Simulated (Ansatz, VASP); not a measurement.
## One calculation of AlN, two programs

The input INCAR:

```
ALGO = Normal
EDIFF = 1E-6
ENCUT = 520
GGA = PE
ISIF = 2
ISMEAR = 0
LASPH = True
LCHARG = False
LREAL = False
LWAVE = False
NBANDS = 16
NELM = 80
PREC = Accurate
SIGMA = 0.02
```

KPOINTS

```
k-points
0
Gamma
  9 9 4
```

The input POSCAR:

```
AlN
1.0
    3.1302036258      0.0000000000      0.0000000000
   -1.5651018129      2.7108358590      0.0000000000
    0.0000000000      0.0000000000      5.0180193796
Al N
2 2
Direct
    0.6666666667      0.3333333333      0.4992349487
    0.3333333333      0.6666666667      0.9992349487
    0.6666666667      0.3333333333      0.8807650513
    0.3333333333      0.6666666667      0.3807650513
```

Input for Ansatz:

```yaml
crystal:
  lattice:
    - [3.1302036258, 0.0, 0.0]
    - [-1.5651018129, 2.710835859, 0.0]
    - [0.0, 0.0, 5.0180193796]
  atoms:
    - { symbol: Al, position: [0.6666666667, 0.3333333333, 0.4992349487] }
    - { symbol: Al, position: [0.3333333333, 0.6666666667, 0.9992349487] }
    - { symbol: "N", position: [0.6666666667, 0.3333333333, 0.8807650513] }
    - { symbol: "N", position: [0.3333333333, 0.6666666667, 0.3807650513] }
basis:
  ecutwfc: 420
  xc_grid: 2
kpoints:
  mp_grid: { grid: [9, 9, 4] }
  band_path: { path: [VBM, CBM], npoints: 2 }
hamiltonian:
  xc: pbe
scf:
  occupations: { method: gaussian, width: 0.02 }
output:
  forces: true
  stress: true
  eigenvalues: true
```

Alike in both runs: task single point; functional PBE; k mesh 9 × 9 × 4; occupations gaussian, width 0.02 eV; no spin polarisation.

|  | VASP | Ansatz |
| --- | --- | --- |
| version | VASP 6.6.1 | Ansatz 0.2.0 |
| potentials or method | VASP PAW PBE potentials, release 64 (Al, N) | scalar-relativistic, plane waves, PAW |
| plane-wave cutoff (eV) | 520 | 420 |
| valence electrons in the cell | 16 | 16 |

```tsv
	VASP	Ansatz	Ansatz less VASP
gap on the k mesh at the Fermi level (eV)	4.04	4.03	-0.010
least direct gap on the mesh (eV)	4.04	4.03	-0.010
pressure (GPa)	-0.3	0.0	+0.26
```

The functional is the same, so the differences come from potentials, cutoffs and numerics.

As with any semilocal functional, this PBE gap is likely too small.
